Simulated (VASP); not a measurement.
# BN (F-43m) under biaxial strain in the (001) plane

Wanted: the response of BN to biaxial strain in the (001) plane, as a table, with a fit that predicts a row left out.

Program: VASP 6.6.1. Level of theory: LDA; plane waves and PAW (B, N), in the first sound run; inputs show where later runs differ. Results are calculated unless marked as measured.

## (1) Starting point

Symmetry: F-43m, No. 216, cubic system. Conventional cell: a = 3.616 Å, b = 3.616 Å, c = 3.616 Å, α = 90.00°, β = 90.00°, γ = 90.00°. Nearest to B lie 4 N at 1.57 Å. N has 4 B at 1.57 Å nearest. Farther neighbours and most contacts between anions are not listed.

## (2) Relax the crystal, LDA

The series starts from the cell that this level prefers, so that zero strain is near zero stress.

This step took 2 runs in a row; the last is shown.

Level: LDA; plane waves and PAW (B, N).

INCAR reads:

```
SYSTEM = BN
PREC = Accurate
ENCUT = 600
EDIFF = 1E-07
NELM = 120
ISMEAR = 0
SIGMA = 0.02
LREAL = .FALSE.
ALGO = Normal
GGA = CA
NBANDS = 10
LASPH = .TRUE.
LORBIT = 11
LWAVE = .FALSE.
LCHARG = .FALSE.
KPAR = 16
IBRION = 2
NSW = 40
ISIF = 3
EDIFFG = -0.005
POTIM = 0.4
```

POSCAR reads:

```
BN
1.0
    0.0000000000      1.7913124887      1.7913124887
    1.7913124887      0.0000000000      1.7913124887
    1.7913124887      1.7913124887      0.0000000000
B N
1 1
Direct
    0.0000000000      0.0000000000      0.0000000000
    0.2500000000      0.2500000000      0.2500000000
```

KPOINTS reads:

```
Automatic mesh
0
Gamma
14 14 14
0 0 0
```

The projector-augmented-wave data sets are B and N (LDA family, release 64).

The run is started by

```sh
> mpirun -np 16 vasp_std
```

Output:

```text
[banner, memory and clock lines left out]
running   16 mpi-ranks, on    1 nodes
[...]
|                                                                             |
|           W    W    AA    RRRRR   N    N  II  N    N   GGGG   !!!           |
|           W    W   A  A   R    R  NN   N  II  NN   N  G    G  !!!           |
|           W    W  A    A  R    R  N N  N  II  N N  N  G       !!!           |
|           W WW W  AAAAAA  RRRRR   N  N N  II  N  N N  G  GGG   !            |
|           WW  WW  A    A  R   R   N   NN  II  N   NN  G    G                |
|           W    W  A    A  R    R  N    N  II  N    N   GGGG   !!!           |
|                                                                             |
|     For optimal performance we recommend to set                             |
|       NCORE = 2 up to number-of-cores-per-socket                            |
|     NCORE specifies how many cores store one orbital (NPAR=cpu/NCORE).      |
|     This setting can greatly improve the performance of VASP for DFT.       |
[...]
|     Unfortunately you need to use the default for GW and RPA                |
|     calculations (for HF NCORE is supported but not extensively tested      |
|     yet).                                                                   |
|                                                                             |

 LDA part: xc-table for (Slater(with rela. corr.)+CA(PZ))
 , standard interpolation
 POSCAR, INCAR and KPOINTS ok, starting setup
[...]
entering main loop
       N       E                     dE             d eps       ncg     rms          rms(c)
DAV:   1     0.109638735759E+02    0.10964E+02   -0.55379E+03  2114   0.887E+02
DAV:   2    -0.201365324260E+02   -0.31100E+02   -0.30342E+02  2490   0.172E+02
DAV:   3    -0.205964892823E+02   -0.45996E+00   -0.45904E+00  2446   0.185E+01
DAV:   4    -0.205971144818E+02   -0.62520E-03   -0.62518E-03  2254   0.767E-01
[...]
DAV:  10    -0.194164105011E+02    0.15730E-04   -0.44267E-05  2334   0.673E-02    0.138E-02
DAV:  11    -0.194164109778E+02   -0.47675E-06   -0.17733E-06  2318   0.968E-03    0.613E-03
DAV:  12    -0.194164109081E+02    0.69727E-07   -0.50014E-07  2238   0.445E-03
   1 F= -.19416411E+02 E0= -.19416411E+02  d E =-.194164E+02
[...]
reached required accuracy - stopping structural energy minimisation
```

Run time: 3.2 s. Hardware: 16 MPI ranks of Intel Xeon Platinum 8259CL at 2.50GHz (Skylake/Cascade Lake), shared host; peak memory 1.9 GiB.

The logs omit lines about the potential files and the build; timing stands in the text.

OUTCAR, selected parts (step 2):

```text
  Total        0.0020121      0.0020121      0.0020121     -0.0000000      0.0000000     -0.0000000
  in kB        0.2804309      0.2804309      0.2804309     -0.0000000      0.0000000     -0.0000000
  external PRESSURE =       0.2804309 kB  Pullay stress =       0.0000000 kB

 POSITION                                       TOTAL-FORCE (eV/Angst)
 -----------------------------------------------------------------------------------
      0.00000      0.00000      0.00000         0.000000      0.000000      0.000000
      0.89566      0.89566      0.89566        -0.000000     -0.000000     -0.000000
 -----------------------------------------------------------------------------------
    total drift:                               -0.000000     -0.000000     -0.000000

  FREE ENERGIE OF THE ION-ELECTRON SYSTEM (eV)
  ---------------------------------------------------
  free  energy   TOTEN  =       -19.4164109081 eV

  energy  without entropy=      -19.4164109081  energy(sigma->0) =      -19.41641091

 reached required accuracy - stopping structural energy minimisation

[... 3 further parts left out ...]
[key lines of the parts left out:]
E-fermi :   7.8891
```

Read from the output:

- energy(sigma→0) of the program: -19.4164 eV
- stress, compression positive: xx, yy, zz 0.03, 0.03, 0.03 GPa
- volume: 11.496 Å³
- ionic steps: 1

## (3) Strain along the normal, LDA

One member in full: the plane is strained by 2 %, and the strain along the normal is moved by secant steps until the normal stress is under 0.012 GPa or five steps are spent; the atoms relax at each step.

This step took 3 runs, each at a new trial strain with the atoms of the one before; the last is shown.

Level: LDA; plane waves and PAW (B, N); cell typed or built by script.

INCAR: that of step 2 with these lines changed.

```diff
@@ -15,7 +15,7 @@
 LCHARG = .FALSE.
-KPAR = 16
-IBRION = 2
-NSW = 40
-ISIF = 3
-EDIFFG = -0.005
-POTIM = 0.4
+KPAR = 4
+IBRION = 1
+NSW = 25
+ISIF = 2
+EDIFFG = -0.004
+POTIM = 0.3
```

POSCAR reads:

```
BN
1.0
    0.0000000000      1.8271387380      1.7744379110
    1.8271387380      0.0000000000      1.7744379110
    1.8271387380      1.8271387380      0.0000000000
B N
1 1
Direct
    0.0000000000      0.0000000000      0.0000000000
    0.2500000000      0.2500000000      0.2500000000
```

KPOINTS is that of step 2.

The run is started by

```sh
> mpirun -np 4 vasp_std
```

Output:

```text
[banner, memory and clock lines left out]
running    4 mpi-ranks, on    1 nodes
[...]
LDA part: xc-table for (Slater(with rela. corr.)+CA(PZ))
 , standard interpolation
 POSCAR, INCAR and KPOINTS ok, starting setup
[...]
entering main loop
       N       E                     dE             d eps       ncg     rms          rms(c)
DAV:   1     0.107724617006E+02    0.10772E+02   -0.53942E+03  4952   0.878E+02
DAV:   2    -0.200035343192E+02   -0.30776E+02   -0.29841E+02  5944   0.169E+02
DAV:   3    -0.205152628185E+02   -0.51173E+00   -0.51087E+00  5758   0.190E+01
DAV:   4    -0.205159211586E+02   -0.65834E-03   -0.65832E-03  5314   0.812E-01
[...]
DAV:  10    -0.193918775985E+02    0.16339E-04   -0.47859E-05  5500   0.692E-02    0.136E-02
DAV:  11    -0.193918781011E+02   -0.50260E-06   -0.19453E-06  5392   0.100E-02    0.633E-03
DAV:  12    -0.193918780251E+02    0.75946E-07   -0.55022E-07  5252   0.461E-03
   1 F= -.19391878E+02 E0= -.19391878E+02  d E =-.193919E+02
 BRION: g(F)=  0.830E-46 g(S)=  0.000E+00
 reached required accuracy - stopping structural energy minimisation
```

Wall time 7.4 s (4 MPI ranks); peak memory 0.56 GiB; 27 s of CPU time.

Parts of OUTCAR (step 3):

```text
  Total       -1.2741071     -1.2741071      0.0002344      0.0000000      0.0000000      0.0000000
  in kB     -172.2989588   -172.2989588      0.0317003      0.0000000      0.0000000      0.0000000
  external PRESSURE =    -114.8554057 kB  Pullay stress =       0.0000000 kB

 POSITION                                       TOTAL-FORCE (eV/Angst)
 -----------------------------------------------------------------------------------
      0.00000      0.00000      0.00000         0.000000      0.000000      0.000000
      0.91357      0.91357      0.88722        -0.000000     -0.000000     -0.000000
 -----------------------------------------------------------------------------------
    total drift:                               -0.000001     -0.000001      0.000002

  FREE ENERGIE OF THE ION-ELECTRON SYSTEM (eV)
  ---------------------------------------------------
  free  energy   TOTEN  =       -19.3918780251 eV

  energy  without entropy=      -19.3918780251  energy(sigma->0) =      -19.39187803

[... 1 part as in an earlier step ...]

[... 3 further parts left out ...]
[key lines of the parts left out:]
E-fermi :   7.6594
```

Read from the output:

```
energy(sigma→0) of the program : -19.3919 eV
stress, compression positive   : xx, yy, zz -17.23, -17.23, 0.00 GPa
ionic steps                    : 1
```

## (4) Band edges, HSE06

Short lines in KPOINTS_OPT sample the zone centre along and across the normal of the plane, for masses, and the other valleys.

Level: HSE06; plane waves and PAW (B, N); cell typed or built by script.

INCAR reads:

```
SYSTEM = BN
PREC = Accurate
ENCUT = 600
EDIFF = 1E-06
NELM = 100
ISMEAR = 0
SIGMA = 0.02
LREAL = .FALSE.
ALGO = Normal
LHFCALC = .TRUE.
AEXX = 0.25
GGA = PE
HFSCREEN = 0.2
LASPH = .TRUE.
NBANDS = 9
PRECFOCK = Fast
LWAVE = .FALSE.
LCHARG = .FALSE.
KPAR = 4
```

POSCAR is that of step 3.

KPOINTS reads:

```
Automatic mesh
0
Gamma
7 7 7
0 0 0
```

KPOINTS_OPT reads:

```
Line mode
6
Line-mode
Reciprocal
  0.00000000   0.00000000   0.00000000
  0.01412053   0.01412053   0.00000000

  0.00000000   0.00000000   0.00000000
 -0.00000000  -0.01453991  -0.01453991

  0.31000000   0.31000000   0.00000000
  0.50000000   0.50000000   0.00000000

  0.00000000   0.31000000   0.31000000
  0.00000000   0.50000000   0.50000000

  0.45000000   0.45000000   0.45000000
  0.50000000   0.50000000   0.50000000

  0.45000000   0.00000000   0.00000000
  0.50000000   0.00000000   0.00000000

  0.42500000   0.42500000   0.00000000
  0.42500000   0.43953991   0.01453991

  0.50000000   0.50000000   0.50000000
  0.48971873   0.51028127   0.50000000
```

The run is started by

```sh
> mpirun -np 4 vasp_std
```

Output:

```text
[banner, memory and clock lines left out]
running    4 mpi-ranks, on    1 nodes
[...]
|                                                                             |
|               ----> ADVICE to this user running VASP <----                  |
|                                                                             |
|     You enforced a specific xc type in the INCAR file but a different       |
|     [... a line on the potential file left out ...]
|     I HOPE YOU KNOW WHAT YOU ARE DOING!                                     |
|                                                                             |

 LDA part: xc-table for (Slater+PW92), standard interpolation
 found WAVECAR, reading the header
 POSCAR, INCAR and KPOINTS ok, starting setup
[...]
reading WAVECAR
 the WAVECAR file was read successfully
 initial charge from wavefunction
 entering main loop
       N       E                     dE             d eps       ncg     rms          rms(c)
DAV:   1    -0.204374157053E+02   -0.20437E+02   -0.63133E-01   737   0.846E+00    0.599E-01
DAV:   2    -0.204379990946E+02   -0.58339E-03   -0.81098E-03   779   0.946E-01    0.399E-01
DAV:   3    -0.204370016319E+02    0.99746E-03   -0.28955E-03   764   0.351E-01    0.235E-01
DAV:   4    -0.204368527884E+02    0.14884E-03   -0.29562E-04   763   0.122E-01    0.140E-01
DAV:   5    -0.204367748906E+02    0.77898E-04   -0.29738E-05   739   0.609E-02    0.787E-02
DAV:   6    -0.204367519262E+02    0.22964E-04   -0.15148E-05   754   0.418E-02    0.429E-02
DAV:   7    -0.204367455709E+02    0.63553E-05   -0.26288E-06   731   0.200E-02    0.242E-02
DAV:   8    -0.204367437205E+02    0.18504E-05   -0.84320E-07   383   0.106E-02    0.139E-02
DAV:   9    -0.204367433249E+02    0.39562E-06   -0.33603E-07   373   0.662E-03
   1 F= -.20436743E+02 E0= -.20436743E+02  d E =-.952699E-33
 Start KPOINTS_OPT (optional k-point list driver)
k-point batch [1-40\48]
       N       E                     dE             ncg
DAV:   1     0.128140184218E+04   -0.11511E+05      728
DAV:   2    -0.250335039453E+03   -0.15317E+04      958
DAV:   3    -0.309846780809E+03   -0.59512E+02      827
DAV:   4    -0.310093508764E+03   -0.24673E+00      833
DAV:   5    -0.310094820490E+03   -0.13117E-02      828
DAV:   6    -0.310094822511E+03   -0.20220E-05      731
DAV:   7    -0.310094822518E+03   -0.63470E-08      618
k-point batch [41-48\48]
       N       E                     dE             ncg
DAV:   1     0.125060987658E+05   -0.32306E+04      144
DAV:   2     0.122314180154E+05   -0.27468E+03      179
DAV:   3     0.122237536928E+05   -0.76643E+01      166
DAV:   4     0.122237251895E+05   -0.28503E-01      155
DAV:   5     0.122237251167E+05   -0.72806E-04      163
DAV:   6     0.122237251166E+05   -0.93753E-07      152
```

Elapsed: 4.2 min, on 4 MPI ranks; peak memory 0.93 GiB.

From OUTCAR (step 4):

```text
  LATTYP: Found a body centered tetragonal cell.
 ALAT       =     2.5839643836
 C/A-ratio  =     1.3734228864

 Subroutine GETGRP returns: Found  8 space group operations
 (whereof  8 operations were pure point group operations)

The static configuration has the point symmetry D_2d.

 Found     40 irreducible k-points:

   k-points           NKPTS =     40   k-points in BZ     NKDIM =    343   number of bands    NBANDS=      9

   dimension x,y,z NGX =    20 NGY =   20 NGZ =   24
   dimension x,y,z NGXF=    40 NGYF=   40 NGZF=   48

   ENCUT  =  600.0 eV  44.10 Ry    6.64 a.u.   5.09  5.09  5.16*2*pi/ulx,y,z

   NELECT =       8.0000    total number of electrons

  exchange ACFDT corr.  =         0.00000000  see jH, gK, PRB 81, 115126

 E-fermi :   7.0682

 k-point     1 :       0.0000    0.0000    0.0000
  band No.  band energies     occupation
      1     -15.3522      2.00000
      2       6.6259      2.00000
      3       6.6259      2.00000
      4       6.9060      2.00000
      5      17.1361      0.00000
      6      17.3462      0.00000
      7      17.3462      0.00000
      8      18.8023      0.00000
      9      33.3988      0.00000

 k-point     2 :       0.1429    0.0000    0.0000
  band No.  band energies     occupation
      1     -14.8214      2.00000
      2       4.1843      2.00000
      3       6.0839      2.00000
      4       6.3396      2.00000
      5      17.5593      0.00000
      6      18.0859      0.00000
      7      18.0916      0.00000
      8      20.4476      0.00000
      9      32.4496      0.00000

 POSITION                                       TOTAL-FORCE (eV/Angst)
 -----------------------------------------------------------------------------------
      0.00000      0.00000      0.00000        -0.000000      0.000000     -0.000000
      0.91357      0.91357      0.88722         0.000000     -0.000000      0.000000
 -----------------------------------------------------------------------------------
    total drift:                               -0.000001     -0.000001      0.000002

  FREE ENERGIE OF THE ION-ELECTRON SYSTEM (eV)
  ---------------------------------------------------
  free  energy   TOTEN  =       -20.4367433249 eV

  energy  without entropy=      -20.4367433249  energy(sigma->0) =      -20.43674332

[... 1 part as in an earlier step ...]

[... 7 further parts left out ...]
```

This run gave:

- energy(sigma→0) of the program: -20.4367 eV

## (5) All members

Hybrid runs start from orbitals of a short LDA run, not shown.

Runs beyond LDA use the data sets made with LDA; this shifts their levels slightly, and their total energies have another zero.

The other members went through these steps as far as the tables show, with the same cutoff and, step by step, the same mesh; 43 runs are not shown. The session took 3.2 core hours (wall time by ranks) on a shared machine.

```
in-plane strain (%)  strain along the normal (%)  in-plane stress, tension positive (GPa)  energy above the unstrained row (meV/atom)  gap on the mesh, LDA (eV)
             -2.000                        0.931                                  -19.946                                      14.393                      4.127
             -1.500                        0.700                                  -14.695                                       8.116                      4.190
             -1.000                        0.469                                   -9.627                                       3.659                      4.252
             -0.500                        0.237                                   -4.738                                       0.969                      4.314
                  0                        0.004                                   -0.021                                       0.000                      4.375
              0.500                       -0.231                                    4.527                                       0.703                      4.231
              1.000                       -0.467                                    8.916                                       3.009                      4.092
              1.500                       -0.704                                   13.149                                       6.879                      3.956
              2.000                       -0.942                                   17.230                                      12.266                      3.825
```

Slopes at zero strain, from cubics through all rows: strain ratio -0.468, stress over strain 926 GPa. For a cubic crystal strained in (001) the ratio is −2C₁₂/C₁₁.

Band edges at HSE06, counted from the valence-band top at Γ, with one row partly withheld:

| in-plane strain (%) | gap (eV) | conduction band at Γ (eV) | Δ or X valley along z (eV) | Δ or X valley along x (eV) | lowest conduction level at L, [111] (eV) | lowest conduction level at L, [-111] (eV) | second valence level below the top (eV) | third valence level below the top (eV) |
| --- | --- | --- | --- | --- | --- | --- | --- | --- |
| -2.000 | 5.579 | 10.694 | 6.139 | 5.579 | 11.972 | 11.972 | 0.000 | 0.324 |
| -1.500 | 5.642 | 10.696 | ? | 5.642 | 12.092 | 12.092 | 0.000 | 0.239 |
| -1.000 | 5.705 | 10.699 | 5.979 | 5.705 | 12.193 | 12.193 | 0.000 | 0.157 |
| -0.500 | 5.766 | 10.701 | 5.903 | 5.766 | 12.252 | 12.252 | 0.000 | 0.077 |
| 0 | 5.827 | 10.704 | 5.828 | 5.827 | 12.220 | 12.220 | 0.000 | 0.000 |
| 0.500 | 5.681 | 10.581 | 5.681 | 5.813 | 12.033 | 12.033 | 0.074 | 0.074 |
| 1.000 | 5.538 | 10.461 | 5.538 | 5.800 | 11.816 | 11.816 | 0.145 | 0.145 |
| 1.500 | 5.400 | 10.344 | 5.400 | 5.789 | 11.589 | 11.589 | 0.214 | 0.214 |
| 2.000 | 5.266 | 10.230 | 5.266 | 5.779 | 11.362 | 11.362 | 0.280 | 0.280 |

## (6) A fit to the known rows

The quantity to fit is the splitting of the Δ or X valleys (z less x) at HSE06: 0.560, 0.275, 0.136, 0.001, -0.132, -0.262, -0.389, -0.514 eV in the rows shown.

A least-squares parabola through the 8 rows shown, with d the strain along the axis less the strain across it, in %: E = 0.002813 d² + 0.1829 d − 7.56e-6 (eV), r.m.s. residual 8.3e-5 eV.

At d = 2.200 this predicts 0.4160 eV.

## (7) Prediction against calculation

The calculation gives 0.4160 eV, so the prediction is right to the last digit shown.

The splitting is Ξu times d, with d as a fraction, so the linear term gives Ξu = 18.3 eV.

## (8) Outcome

```
ratio of normal to in-plane strain                   : -0.468
biaxial modulus                                      : 926 GPa
gap of the unstrained cell, HSE06                    : 5.83 eV
shear deformation potential Ξu of the Δ or X valleys : 18.3 eV
error of the predicted row                           : 0.0 meV
valence shear potential |b|, HSE06                   : 3.42 eV
```

As a check, the curvature of the energy gives 928 GPa for the same modulus (energy per volume = M × strain²), 0 % from the slope of the stress. The energy also has a linear term worth 0.36 GPa that the stress column lacks, a mark of the finite basis. At HSE06 the lowest conduction valley is Δ or X throughout, and the gap runs between 5.27 and 5.83 eV. Without spin-orbit coupling the three valence levels split by 3|b| times the difference of the strains; the rows within 1 % give |b| = 3.42 eV. Hole masses are left out throughout, since the top bands are degenerate or cross in many series; of conduction masses, those of the Γ, L and (for Si and Ge under (001) strain) Δ valleys are kept where they change by under an eighth between rows. HSE06 ran on a coarser mesh than the semilocal levels. Spin-orbit coupling is left out at HSE06, so the valence splittings there lack it. Δ or X levels are the lowest on their line, refined by a parabola unless they lie at X; the gap is read from all points sampled and can differ from the lowest valley by some meV, or by tens of meV where strain moves the valence top off Γ. Temperature, zero-point motion and excitons are left out.

[Lines on the potential files, build, host, timing and source positions are cut from VASP's logs without a mark.]

[Logs are printed without paths, hosts, clocks, repeated set-up lines and the standing remarks that a program may print on its own settings, such as how far it seeks lower states.]

[Hosts, paths, dates, database ids (printed as entryN), source tags and the programs' standing remarks are cut or masked in the printed files.]

[In band tables of VASP the shares of atoms and orbitals are scaled to a sum of 1 inside the atoms' spheres.]
